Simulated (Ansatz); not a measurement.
Crystal: Te2Mo.

```xyz
12
Lattice="6.3300 0.0000 0.0000 0.0000 3.4690 0.0000 -0.9468 0.0000 13.8276" Properties=species:S:1:pos:R:3 pbc="T T T"
Te    5.4013    2.6018    8.3588
Te   -0.0181    0.8672    5.4688
Te    4.9099    0.8672   11.7728
Te    0.4733    2.6018    2.0548
Te    1.7550    2.6018   12.3826
Te    3.6282    0.8672    1.4450
Te    2.1916    0.8672    8.9658
Te    3.1917    2.6018    4.8618
Mo    4.2299    2.6018   13.7253
Mo    1.1533    0.8672    0.1023
Mo    3.8493    0.8672    6.8225
Mo    1.5339    2.6018    7.0051
```

```yaml
Program: Ansatz 0.2.0
Task: relaxation of cell and atoms
Functional: PBE
Dispersion: D3(BJ)
Potentials_or_basis: Ansatz PAW
Cutoff: "420 eV (not typed: the program's choice for these potentials)"
k_mesh: 3 × 6 × 2
Occupations: fermi-dirac, width 0.05 eV
Spin: no spin polarisation
```

At the start: volume 25.30 Å³/atom.

Task: Where does the relaxation end?

Result: It ends after 8 steps and the volume is 24.27 Å³/atom (-4.1 %); space group P2_1/m (No. 11, to 0.05 Å).

The path:
| step | energy change (eV) | largest force (eV/Å) | volume (Å³) |
| --- | --- | --- | --- |
| 1 | 0.0000 | 0.2069 | 303.64 |
| 2 | -0.0525 | 0.0441 | 296.30 |
| 3 | -0.0646 | 0.1917 | 291.38 |
| 4 | -0.0723 | 0.0492 | 291.84 |
| 5 | -0.0730 | 0.0189 | 291.25 |
| 6 | -0.0732 | 0.0102 | 291.35 |
| 7 | -0.0733 | 0.0031 | 291.30 |
| 8 | -0.0708 | 0.0031 | 291.30 |

Final structure:
```cif
data_structure
_symmetry_space_group_name_H-M 'P 1'
_symmetry_Int_Tables_number 1
_cell_length_a 6.3404
_cell_length_b 3.4659
_cell_length_c 13.2966
_cell_angle_alpha 90.000
_cell_angle_beta 94.494
_cell_angle_gamma 90.000
_cell_volume 291.30
loop_
_atom_site_label
_atom_site_type_symbol
_atom_site_fract_x
_atom_site_fract_y
_atom_site_fract_z
_atom_site_occupancy
Te1 Te 0.94808 0.75000 0.60728 1
Te2 Te 0.05192 0.25000 0.39272 1
Te3 Te 0.90023 0.25000 0.84467 1
Te4 Te 0.09977 0.75000 0.15533 1
Te5 Te 0.40973 0.75000 0.89296 1
Te6 Te 0.59027 0.25000 0.10704 1
Te7 Te 0.44445 0.25000 0.65469 1
Te8 Te 0.55555 0.75000 0.34531 1
Mo1 Mo 0.81728 0.75000 0.99243 1
Mo2 Mo 0.18272 0.25000 0.00757 1
Mo3 Mo 0.68070 0.25000 0.49391 1
Mo4 Mo 0.31930 0.75000 0.50609 1
```

Caveat: the plane-wave basis is chosen anew once the cell has moved, so the energies of steps on either side of that aren't comparable; pairwise dispersion overbinds metals, which lowers pressure and volume.
